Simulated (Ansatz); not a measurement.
Ga in Ansatz: the effect of functional

The system is Ga.

```xyz
2
Lattice="2.8150 0.0000 0.0000 0.0000 3.3248 0.0000 -1.3611 0.0000 4.0428" Properties=species:S:1:pos:R:3 pbc="T T T"
Ga   -0.6694    2.4936    3.1136
Ga    2.1233    0.8312    0.9292
```

This isn't the form of Ga at room conditions, which is orthorhombic.

The cell isn't the ideal one: volume scaled by 1.04.

Alike in all runs:

| Item | Value |
| --- | --- |
| Program | Ansatz 0.2.0 |
| Task | single point |
| Potentials or basis | Ansatz PAW |
| k mesh | 10 × 8 × 7 |
| Occupations | fermi-dirac, width 0.05 eV |
| Spin | no spin polarisation |

```csv
functional,cutoff,pressure (GPa),largest force (eV/Å)
LDA,420 eV (not typed: the program's choice for these potentials),-4.7,0.05
PBEsol,420 eV (not typed: the program's choice for these potentials),?,?
r2SCAN,500 eV (not typed: the program's choice for these potentials),-2.3,0.04
```

Problem. What does the run with functional PBEsol give?

Solution. Pressure -2.7 GPa; largest force 0.06 eV/Å.

Caveats: the PAW data sets come from PBE, with cores solved anew for the run's functional, which leaves a small shift of forces and pressure.

Runs at the PBE level aren't shown here.
